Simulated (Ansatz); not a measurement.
## How much does Ta in Ru(0001), 2x2 scatter?

Wanted: the reflection from a plane of defects, Ta in Ru(0001), 2x2, and the resistivity it implies.

Method: Ansatz plane-wave DFT, PBE, PAW files; ballistic transport by layer matching (Landauer), zero bias; PAW set soft_1, in the first sound run; inputs show where later runs differ, in Ansatz 0.2.0.

## 1. Set-up

The cell holds 64 atoms: 63 Ru and 1 Ta. Cell: a = 5.412 Å, b = 5.412 Å, c = 34.255 Å, α = 90.0°, β = 90.0°, γ = 120.0°. It derives from Ru. Regions: lead, 40 atoms (40 Ru); scattering region, 24 atoms (23 Ru and 1 Ta). The structure is stacked along c, and the current runs across the ab planes.

## 2. Transmission at ideal sites

The defect sits in one plane of the supercell, all atoms on ideal sites; the layers about the cell's end are the lead. The mesh across the current, 12×12, is finer than the density's, because channels open and close sharply across the zone. Energies from -0.1 to 0.1 eV in steps of 0.05 eV are too few for the program's thermal sum, so it prints no conductance; for a metal the transmission near the Fermi level serves, at a fraction of the cost.

File input.yaml:

```yaml
crystal:
  lattice:
    - [5.4116, 0.0, 0.0]
    - [-2.7058, 4.6865830751, 0.0]
    - [0.0, 0.0, 34.2552]
  atoms:
    - { symbol: Ru, position: [0.1666666667, 0.3333333333, 0.03125] }
    - { symbol: Ru, position: [0.1666666667, 0.8333333333, 0.03125] }
    - { symbol: Ru, position: [0.6666666667, 0.3333333333, 0.03125] }
    - { symbol: Ru, position: [0.6666666667, 0.8333333333, 0.03125] }
    - { symbol: Ru, position: [0.3333333333, 0.1666666667, 0.09375] }
    - { symbol: Ru, position: [0.3333333333, 0.6666666667, 0.09375] }
    - { symbol: Ru, position: [0.8333333333, 0.1666666667, 0.09375] }
    - { symbol: Ru, position: [0.8333333333, 0.6666666667, 0.09375] }
    - { symbol: Ru, position: [0.1666666667, 0.3333333333, 0.15625] }
    - { symbol: Ru, position: [0.1666666667, 0.8333333333, 0.15625] }
    - { symbol: Ru, position: [0.6666666667, 0.3333333333, 0.15625] }
    - { symbol: Ru, position: [0.6666666667, 0.8333333333, 0.15625] }
    - { symbol: Ru, position: [0.3333333333, 0.1666666667, 0.21875] }
    - { symbol: Ru, position: [0.3333333333, 0.6666666667, 0.21875] }
    - { symbol: Ru, position: [0.8333333333, 0.1666666667, 0.21875] }
    - { symbol: Ru, position: [0.8333333333, 0.6666666667, 0.21875] }
    - { symbol: Ru, position: [0.1666666667, 0.3333333333, 0.28125] }
    - { symbol: Ru, position: [0.1666666667, 0.8333333333, 0.28125] }
    - { symbol: Ru, position: [0.6666666667, 0.3333333333, 0.28125] }
    - { symbol: Ru, position: [0.6666666667, 0.8333333333, 0.28125] }
    - { symbol: Ru, position: [0.3333333333, 0.1666666667, 0.34375] }
    - { symbol: Ru, position: [0.3333333333, 0.6666666667, 0.34375] }
    - { symbol: Ru, position: [0.8333333333, 0.1666666667, 0.34375] }
    - { symbol: Ru, position: [0.8333333333, 0.6666666667, 0.34375] }
    - { symbol: Ru, position: [0.1666666667, 0.3333333333, 0.40625] }
    - { symbol: Ru, position: [0.1666666667, 0.8333333333, 0.40625] }
    - { symbol: Ru, position: [0.6666666667, 0.3333333333, 0.40625] }
    - { symbol: Ru, position: [0.6666666667, 0.8333333333, 0.40625] }
    - { symbol: Ru, position: [0.3333333333, 0.1666666667, 0.46875] }
    - { symbol: Ru, position: [0.3333333333, 0.6666666667, 0.46875] }
    - { symbol: Ru, position: [0.8333333333, 0.1666666667, 0.46875] }
    - { symbol: Ru, position: [0.8333333333, 0.6666666667, 0.46875] }
    - { symbol: Ta, position: [0.1666666667, 0.3333333333, 0.53125] }
    - { symbol: Ru, position: [0.1666666667, 0.8333333333, 0.53125] }
    - { symbol: Ru, position: [0.6666666667, 0.3333333333, 0.53125] }
    - { symbol: Ru, position: [0.6666666667, 0.8333333333, 0.53125] }
    - { symbol: Ru, position: [0.3333333333, 0.1666666667, 0.59375] }
    - { symbol: Ru, position: [0.3333333333, 0.6666666667, 0.59375] }
    - { symbol: Ru, position: [0.8333333333, 0.1666666667, 0.59375] }
    - { symbol: Ru, position: [0.8333333333, 0.6666666667, 0.59375] }
    - { symbol: Ru, position: [0.1666666667, 0.3333333333, 0.65625] }
    - { symbol: Ru, position: [0.1666666667, 0.8333333333, 0.65625] }
    - { symbol: Ru, position: [0.6666666667, 0.3333333333, 0.65625] }
    - { symbol: Ru, position: [0.6666666667, 0.8333333333, 0.65625] }
    - { symbol: Ru, position: [0.3333333333, 0.1666666667, 0.71875] }
    - { symbol: Ru, position: [0.3333333333, 0.6666666667, 0.71875] }
    - { symbol: Ru, position: [0.8333333333, 0.1666666667, 0.71875] }
    - { symbol: Ru, position: [0.8333333333, 0.6666666667, 0.71875] }
    - { symbol: Ru, position: [0.1666666667, 0.3333333333, 0.78125] }
    - { symbol: Ru, position: [0.1666666667, 0.8333333333, 0.78125] }
    - { symbol: Ru, position: [0.6666666667, 0.3333333333, 0.78125] }
    - { symbol: Ru, position: [0.6666666667, 0.8333333333, 0.78125] }
    - { symbol: Ru, position: [0.3333333333, 0.1666666667, 0.84375] }
    - { symbol: Ru, position: [0.3333333333, 0.6666666667, 0.84375] }
    - { symbol: Ru, position: [0.8333333333, 0.1666666667, 0.84375] }
    - { symbol: Ru, position: [0.8333333333, 0.6666666667, 0.84375] }
    - { symbol: Ru, position: [0.1666666667, 0.3333333333, 0.90625] }
    - { symbol: Ru, position: [0.1666666667, 0.8333333333, 0.90625] }
    - { symbol: Ru, position: [0.6666666667, 0.3333333333, 0.90625] }
    - { symbol: Ru, position: [0.6666666667, 0.8333333333, 0.90625] }
    - { symbol: Ru, position: [0.3333333333, 0.1666666667, 0.96875] }
    - { symbol: Ru, position: [0.3333333333, 0.6666666667, 0.96875] }
    - { symbol: Ru, position: [0.8333333333, 0.1666666667, 0.96875] }
    - { symbol: Ru, position: [0.8333333333, 0.6666666667, 0.96875] }
kpoints:
  mp_grid: { grid: [5, 5, 1] }
hamiltonian:
  xc: pbe
  pseudopotentials: { kind: paw, azcp: { folder: soft_1 } }
scf:
  occupations: { method: fermi_dirac, width: 0.1 }
output:
  transmission: { leads: [[0, 8]], kmesh: [12, 12], e_range: [-0.1, 0.1], de: 0.05 }
  write_potential: true
  write_density: true
  volumetric_format: npy
  elf: true
```

Command:

```
ansatz run input.yaml --threads 4 --pin off --max-ram 15360MiB --backend cpu --events-out ev --progress --plain --runs-dir out
```

Numbers of over 12 decimals in the logs are rounded to 6 here.

Log:

```text
Engine: ansatz 0.2.0, x86_64-unknown-linux-gnu
Pseudopotentials: kind: paw
Pseudopotential: Ru, paw, valence charge 16, recommended cutoff 420 eV (normal), soft_1/Ru.paw.azcp
Pseudopotential: Ta, paw, valence charge 13, recommended cutoff 420 eV (normal), soft_1/Ta.paw.azcp
Functional definition: PBE
  parameter kappa = 0.804
  parameter beta = 0.066725
  exchange = pbe_x(kappa = kappa, mu = beta*pi^2/3)
  correlation = pbe_c(beta = beta)
Crystal: 64 atoms, lattice volume = 868.777 Å³
Basis set: ecut = 420 eV, 16909 PW (Γ)
Bands: 613, of which v1, the nominal top of the filled ones, is band 511 counted from 1 (510 counted from 0)
Symmetry: 12 space group operations
Space group: P-6m2 (ITA 187), of the structure as read, at distance tolerance 9.5e-5 Å
k-points: 5 of 25 (time reversal used)
Non-local potential: Ru, projectors of the file, l = 0: 3, l = 1: 2, l = 2: 2, l = 3: 1
Non-local potential: Ta, projectors of the file, l = 0: 3, l = 1: 2, l = 2: 2, l = 3: 1
PAW form: soft (Blöchl's): semilocal exchange-correlation on the pseudo side does not see the compensation charge
PAW one-centre angular grid: Ru, 590 points (default); XC on 64 Gauss nodes
PAW one-centre angular grid: Ta, 590 points (default); XC on 64 Gauss nodes
Initial density: superposition of atomic densities (chi_scale 0.1, normalization cell, long waves of neutral atoms (reshape's long-wave potential 3.73 eV rms, cloud 3.16 Å wide))
Initial wavefunctions: pseudopotential atomic-orbital guess
Functional: x = pbe(κ = 0.804, μ = 0.219515), c = pbe(β = 0.066725)
SCF iter   1: F=—  HF=-380344.868381 eV  |F-HF|=—  |Δ(HF+E_count)|=         —  Δρ=1.35e-1  dr2=4.41e2  ethr=3.10e-3  ⟨swp⟩=5.0  Hψ=9961  notcnv=0
preconditioner: auto → Kerker (q_TF=auto, 2.803 Å⁻¹)  [metal: Δε(μ)=0.015 eV  Ē_g=5.271 eV  σ=0.100 eV  W_gap=0.04  n_scr=348 (ndim 8)  ℏωp=28.4 eV  f_vac=0.000  D(μ)=51.41/eV (n_scr^D=508)]
SCF iter   2: F=—  HF=-380306.128255 eV  |F-HF|=—  |Δ(HF+E_count)|=    3.87e1  Δρ=6.58e-2  dr2=1.55e2  ethr=3.10e-3  ⟨swp⟩=2.2  Hψ=5745  notcnv=0  defer=25
SCF iter   3: F=—  HF=-380294.599014 eV  |F-HF|=—  |Δ(HF+E_count)|=    1.15e1  Δρ=9.87e-3  dr2=1.39e1  ethr=3.10e-3  ⟨swp⟩=2.2  Hψ=5155  notcnv=0  defer=34
SCF iter   4: F=—  HF=-380294.448953 eV  |F-HF|=—  |Δ(HF+E_count)|=   1.50e-1  Δρ=2.09e-3  dr2=3.98e-1  ethr=1.36e-3  ⟨swp⟩=1.6  Hψ=3453  notcnv=0  defer=35
SCF iter   5: F=—  HF=-380294.446606 eV  |F-HF|=—  |Δ(HF+E_count)|=   2.35e-3  Δρ=7.01e-4  dr2=1.71e-1  ethr=3.90e-5  ⟨swp⟩=1.0  Hψ=3119  notcnv=0  defer=36
SCF iter   6: F=—  HF=-380294.444901 eV  |F-HF|=—  |Δ(HF+E_count)|=   1.70e-3  Δρ=2.09e-4  dr2=3.88e-3  ethr=1.68e-5  ⟨swp⟩=1.0  Hψ=3014  notcnv=0  defer=36
SCF iter   7: F=—  HF=-380294.444894 eV  |F-HF|=—  |Δ(HF+E_count)|=   7.51e-6  Δρ=5.44e-5  dr2=7.48e-4  ethr=3.80e-7  ⟨swp⟩=1.0  Hψ=3014  notcnv=0  defer=36
SCF iter   8: F=—  HF=-380294.444847 eV  |F-HF|=—  |Δ(HF+E_count)|=   4.72e-5  Δρ=1.25e-5  dr2=2.31e-5  ethr=7.33e-8  ⟨swp⟩=1.0  Hψ=3014  notcnv=0  defer=36
SCF iter   9: F=—  HF=-380294.447196 eV  |F-HF|=—  |Δ(HF+E_count)|=   2.35e-3  Δρ=3.71e-6  dr2=5.95e-6  ethr=2.26e-9  ⟨swp⟩=1.0  Hψ=3014  notcnv=0  defer=36
SCF iter  10: F=—  HF=-380294.447196 eV  |F-HF|=—  |Δ(HF+E_count)|=   1.73e-8  Δρ=1.07e-6  dr2=1.72e-7  ethr=5.83e-10  ⟨swp⟩=1.0  Hψ=3014  notcnv=0  defer=36
SCF iter  11: F=-380294.447196 eV  HF=-380294.447196 eV  |F-HF|=1.21e-8  |Δ(HF+E_count)|=   4.89e-9  Δρ=3.21e-7  dr2=1.24e-8  ethr=9.79e-12  ⟨swp⟩=7.6  Hψ=6546  notcnv=0
SCF 1 converged in 11 iterations: F = -380294.447196 eV  dr2 = 1.24e-8
  greatest PAW one-centre occupation: 1.000 electrons in one spin orbital (limit 2), on the Ru atom at site 33 (counted from 0), in its partial waves of l = 0
transmission: 120 of 1197 steps passed
transmission: 240 of 1197 steps passed
[...]
transmission: 1197 of 1197 steps passed
SCF converged after 11 iterations
Free energy (F): -380294.447196 eV
Harris-Foulkes:  -380294.447196 eV  (|F-HF|=1.21e-8)
Internal energy: -380292.444889 eV  (E = F + TS)
E sigma→0 (E₀):  -380293.446042 eV
Entropy (-TS):   -2.002307 eV (-31.286 meV/atom)
Fermi energy:    23.392699 eV
--- Per-component energies (eV) ---
  E_band       = -3539.441733
  E_kinetic    = 29414.841481
  E_local      = -80626.636515  (includes V_loc(G=0)·N_el)
  E_nonlocal   = 25979.457992
  E_hartree    = 26808.050428
  E_xc         = -11046.240040
  E_vxc        = -13797.853472  (∫ρ·V_xc dr)
  E_paw        = -228901.298959  (= ΣΔE_a)
  E_vpaw       = -18125.393401  (= ΣTr[D̂ρ^β])
  E_aug_tail   = 0.039431  (compensation charges beyond the density's cutoff)
  E_ewald      = -141920.658707
  E_smearing   = -2.002307  (= −TS)
  E_closure    = -0.000000  (closes the sum)
  Σ components = -380294.447196   (vs F -380294.447196, Δ=0.00e0)
--- Band table (eV; the first three rows and the last of 5) ---
  k-point 0: bands = [... 507 lower, 24.1684, 24.1684, 24.1704, 24.1728, 24.2441, 24.2441, 24.2853, 24.3336, ... 98 higher]
  k-point 1: bands = [... 507 lower, 23.6168, 23.6187, 23.8880, 23.8993, 23.9378, 23.9471, 23.9571, 23.9573, ... 98 higher]
  k-point 2: bands = [... 507 lower, 23.1088, 23.1372, 23.1431, 23.1863, 23.2399, 23.2989, 23.3189, 23.4374, ... 98 higher]
  k-point 4: bands = [... 507 lower, 23.0376, 23.0446, 23.0577, 23.1146, 23.1184, 23.2070, 23.3878, 23.4004, ... 98 higher]
--- Transmission ---
  basis      : 223 plane waves across, 63 finite elements along
  points     : 19, standing for a mesh of 12 x 12
  energies   : 5 from -0.100000 to 0.100000 eV about the Fermi level, 0.050000 eV apart; the leads are filled to 0.000000 eV, and channels, transmission and decay are at 0.000000 eV
  crystal 0  : Ru8, at the sites [0, 8], period 4.2819 Å, over 32.11 Å; its Hamiltonian steps by up to 2.2 meV
    offset         : up to 0.0000 Å between an atom of the period and one for which it stands
    channels       : 5.930556e0 a spin
    conductance    : none, the energies end too early or step too widely for 300 K: set another output.transmission.e_range or a lower de, or, where they end at an eighth of basis.ecutwfc, a higher one
  junction   : crystal 0 to crystal 0, 1.44 to 31.42 Å
    transmission   : 4.286138e0 a spin
    conductance    : none, the energies end too early or step too widely for 300 K: set another output.transmission.e_range or a lower de, or, where they end at an eighth of basis.ecutwfc, a higher one
```

Elapsed: 6.5 min, on 4 threads of Intel Xeon Platinum 8175M at 2.50GHz (Skylake/Cascade Lake), shared host; peak memory 8.1 GiB.

The column dr2 measures how far the density is from self-consistency, as an energy; F and HF (Harris–Foulkes) agree once it is small.

This run has no spin polarisation although its electron count is odd.

This step gave:

```yaml
free_energy: -380294.4472 eV
energy_at_zero_smearing: -380293.4460 eV
fermi_energy: 23.39 eV
cell_area: 25.36 Å²
transmission_per_spin_nearest_the_fermi_level: 4.286
open_channels_per_spin_nearest_the_fermi_level: 5.931
step_of_the_lead_s_potential: 2.2 meV
```

Per spin. The transmission, zone mean by energy, zero at the Fermi level:

```tsv
energy (eV)	transmission, zone mean
-0.1000	4.44
-0.0500	4.39
0.0000	4.29
0.0500	4.22
0.1000	4.08
```

Per spin. Table of open channels, zone mean, lead by energy, zero at the Fermi level:

```tsv
energy (eV)	open channels, zone mean, lead
-0.1000	5.64
-0.0500	6.01
0.0000	5.93
0.0500	5.81
0.1000	5.22
```

Transmission over k1 and k2. At 0.0000 eV from the Fermi level.

Values, 12 rows by 12 columns:
```
 3.8  4.5  3.8  2.7  2.7  3.8  4.5  3.8  3.9  2.8  2.8  3.9
 2.5  3.8  4.3  4.3  4.2  4.3  4.3  3.8  2.5  2.8  2.2  2.8
 1.9  2.7  4.3  5.8  4.7  4.7  5.8  4.3  2.7  1.9  2.8  2.8
 2.5  2.7  4.2  4.7  5.4  8.4  5.4  4.7  4.2  2.7  2.5  3.9
 3.8  3.8  4.3  4.7  8.4 10.7 10.7  8.4  4.7  4.3  3.8  3.8
 4.5  4.5  4.3  5.8  5.4 10.7 10.7 10.7  5.4  5.8  4.3  4.5
 3.8  3.8  3.8  4.3  4.7  8.4 10.7 10.7  8.4  4.7  4.3  3.8
 2.5  3.9  2.5  2.7  4.2  4.7  5.4  8.4  5.4  4.7  4.2  2.7
 1.9  2.8  2.8  1.9  2.7  4.3  5.8  4.7  4.7  5.8  4.3  2.7
 2.5  2.8  2.2  2.8  2.5  3.8  4.3  4.3  4.2  4.3  4.3  3.8
 3.8  3.9  2.8  2.8  3.9  3.8  4.5  3.8  2.7  2.7  3.8  4.5
 4.5  3.8  2.5  1.9  2.5  3.8  4.5  3.8  2.5  1.9  2.5  3.8
```
Columns: k1 (b1) from -0.5 to 0.417; rows upwards: k2 (b2) from -0.5 to 0.417.

Open channels over k1 and k2. At 0.0000 eV from the Fermi level.

Ten even steps from '_' (3.0) to '@' (12.0):
```
--==::....::==--==::::==
..::::::::::::::..::..::
__..::========::..__::::
....::====%%====::....==
--::::==%%@@@@%%==::::--
--==::====@@@@@@====::==
----::::==%%@@@@%%==::::
..==....::====%%====::..
__::::__..::========::..
..::..::..::::::::::::::
--==::::==--==::....::==
----..__..------..__..--
```
Columns: k1 (b1) from -0.5 to 0.417; rows upwards: k2 (b2) from -0.5 to 0.417.

ELF in the ca plane at fractional y = 0.333, with atoms of Ru and Ta within 0.2 Å of it. It is the smooth field of the valence electrons, not physical close to the nuclei.

Values, 8 rows by 16 columns, each cell a mean:
```
0.27 0.27 0.34 0.30 0.28 0.28 0.30 0.35 0.29 0.27 0.29 0.38 0.26 0.27 0.26 0.39
0.43 0.34 0.28 0.28 0.38 0.39 0.28 0.28 0.34 0.46 0.28 0.29 0.29 0.46 0.29 0.29
0.55 0.43 0.30 0.29 0.50 0.50 0.29 0.30 0.43 0.55 0.30 0.30 0.35 0.57 0.35 0.29
0.45 0.34 0.27 0.28 0.39 0.40 0.27 0.27 0.34 0.47 0.28 0.27 0.30 0.48 0.30 0.27
0.27 0.27 0.34 0.30 0.28 0.28 0.30 0.35 0.29 0.28 0.29 0.38 0.26 0.27 0.26 0.39
0.43 0.34 0.28 0.28 0.38 0.39 0.28 0.30 0.35 0.51 0.29 0.29 0.30 0.46 0.29 0.29
0.55 0.43 0.30 0.29 0.50 0.50 0.29 0.33 0.48 0.48 0.33 0.31 0.35 0.57 0.35 0.29
0.45 0.34 0.28 0.28 0.39 0.40 0.28 0.30 0.36 0.53 0.29 0.27 0.30 0.47 0.30 0.27
```
Columns run along c (16.0 Å, from fractional 0.27 to 0.73 of the cell), rows up along a (5.4 Å). Atoms in or near the plane, at fractional coordinates: Ru at (0.28, 0.17), Ru at (0.28, 0.67), Ru at (0.41, 0.17), Ru at (0.41, 0.67), Ta at (0.53, 0.17), Ru at (0.53, 0.67), Ru at (0.66, 0.17), Ru at (0.66, 0.67).

Valence density in the ca plane at fractional y = 0.333, with atoms of Ru and Ta within 0.2 Å of it. It is the smooth field of the valence electrons, not physical close to the nuclei.

Values in units of 1e0 e/Å³, 8 rows by 16 columns, each cell a mean:
```
0.4 0.3 1.2 0.8 0.4 0.4 0.8 1.2 0.4 0.4 0.5 1.5 0.4 0.4 0.4 1.5
2.6 1.1 0.6 0.5 1.8 1.9 0.5 0.6 1.1 2.6 0.5 0.7 0.6 2.9 0.6 0.7
7.9 3.3 0.3 0.4 5.5 5.8 0.4 0.3 3.1 8.0 0.6 0.3 1.4 8.9 1.4 0.3
2.9 1.3 0.5 0.5 2.1 2.2 0.5 0.5 1.2 3.0 0.5 0.6 0.7 3.3 0.7 0.6
0.4 0.3 1.2 0.8 0.4 0.4 0.8 1.2 0.4 0.4 0.5 1.5 0.4 0.4 0.4 1.5
2.6 1.1 0.6 0.5 1.8 1.9 0.5 0.6 0.9 2.0 0.5 0.7 0.6 2.9 0.6 0.7
7.9 3.3 0.3 0.4 5.5 5.8 0.4 0.3 2.2 4.0 0.6 0.3 1.4 8.9 1.4 0.3
2.9 1.3 0.5 0.5 2.1 2.2 0.5 0.5 1.0 2.2 0.5 0.6 0.7 3.3 0.7 0.6
```
Columns run along c (16.0 Å, from fractional 0.27 to 0.73 of the cell), rows up along a (5.4 Å). Atoms in or near the plane, at fractional coordinates: Ru at (0.28, 0.17), Ru at (0.28, 0.67), Ru at (0.41, 0.17), Ru at (0.41, 0.67), Ta at (0.53, 0.17), Ru at (0.53, 0.67), Ru at (0.66, 0.17), Ru at (0.66, 0.67).

Electrostatic potential energy in the ca plane at fractional y = 0.333, with atoms of Ru and Ta within 0.2 Å of it. With pseudopotentials it is smooth inside the atoms' cores, unlike the true potential.

Values in eV, 8 rows by 16 columns, each cell a mean:
```
 20  22   3  10  21  21  11   2  21  18  17  -3  21  20  21  -3
-14   7  16  18  -3  -4  18  15   8 -14  19  13  16 -18  16  13
-57 -19  23  22 -39 -41  22  23 -17 -58  16  23   4 -65   3  23
-18   5  17  19  -7  -8  19  17   6 -18  19  16  15 -23  15  16
 20  22   3  10  21  21  11   2  21  19  17  -3  21  20  21  -3
-14   7  16  18  -3  -4  18  15   8  -7  18  13  16 -18  16  13
-57 -19  23  22 -39 -41  22  23  -8 -35  15  23   4 -65   3  23
-18   5  17  19  -7  -8  19  17   7 -10  18  16  15 -23  15  16
```
Columns run along c (16.0 Å, from fractional 0.27 to 0.73 of the cell; values clipped at the 3rd and 97th percentile), rows up along a (5.4 Å). Atoms in or near the plane, at fractional coordinates: Ru at (0.28, 0.17), Ru at (0.28, 0.67), Ru at (0.41, 0.17), Ru at (0.41, 0.67), Ta at (0.53, 0.17), Ru at (0.53, 0.67), Ru at (0.66, 0.17), Ru at (0.66, 0.67).

Over the solved energies the transmission per spin lies between 4.08 and 4.44, out of 5.72 channels of the lead on average (up to 6.01).

## 3. Resistance at ideal sites

This step: Ansatz plane-wave DFT, PBE, PAW files; ballistic transport by layer matching (Landauer), zero bias; area resistance of the defect plane and resistivity an atomic per cent; PAW set soft_1 (Ansatz 0.2.0).

This step gave:

```yaml
area_resistance: 0.2082 fΩ m²
t_over_the_leads_mean_channel_count: 0.7266
resistivity_per_at_scaled_from_this_dense_plane_with_the_factor_3_over_4_for_isotropic_scattering: 2.917 µΩ cm
```

Averaged over the energies near the Fermi level, 72.7 % of the channels pass, which makes 0.208 fΩ m².

By hand, with T and the leads' channels N averaged over the energies near the Fermi level: RA = A (h/2e²)(1/T − 1/N) = 25.36×10⁻²⁰ m² × 12 906 Ω × (1/4.299 − 1/5.917) = 0.208 fΩ m². Per atomic per cent: RA × A / V_atom × 0.01 × 3/4 = 2.92 µΩ cm, with the host's V_atom = 13.57 Å³.

(Continued in part 2 of 3.)

[Logs are printed without paths, hosts, clocks, repeated set-up lines and the standing remarks that a program may print on its own settings, such as how far it seeks lower states.]

[Hosts, paths, dates, database ids (printed as entryN), source tags and the programs' standing remarks are cut or masked in the printed files.]
